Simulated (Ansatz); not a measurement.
`CC(F)(F)F` + `CO[SiH](O)Cl` → `CO[SiH](Cl)OC` + `FC(F)F`  (substitution at a C–C bond)

Isolated molecules relaxed with PBE0-D4/def2-TZVP in Ansatz; ΔE leaves out vibrations. CCSD(T)/CBS adds triple-zeta CCSD(T) − MP2 to the extrapolated MP2 energy (def2 sets, frozen cores). This one scheme is used for every species. Functionals use def2-TZVPP. B3LYP here is the variant with VWN-RPA as its local correlation; programs differ in this. One conformer a species, not always the lowest.

```
             level  ΔE (kcal/mol)  difference from CCSD(T)/CBS
         r2SCAN-D4           22.2                          0.2
          B3LYP-D4           19.7                         -2.3
           ωB97M-V           22.0                          0.0
            r2SCAN           22.4                          0.4
             B3LYP           20.3                         -1.7
    MP2/def2-TZVPP           21.8                         -0.2
SCS-MP2/def2-TZVPP           20.5                         -1.5
SCS-MP2/def2-QZVPP           21.0                         -1.0
      HF/CBS(def2)           19.4                         -2.6
    CCSD/CBS(def2)           21.9                         -0.1
       CCSD(T)/CBS           22.0                            0
```

Largest T1 diagnostic among the species: 0.012.

In def2-TZVPP, CCSD(T) changes the Hartree–Fock value by +1.6 kcal/mol (the triples alone add +0.1 kcal/mol) and MP2 by +2.3 kcal/mol.

CCSD(T)/CBS has its own doubt, a few kJ/mol and more with outer-core shells, so smaller differences from it don't rank the levels.
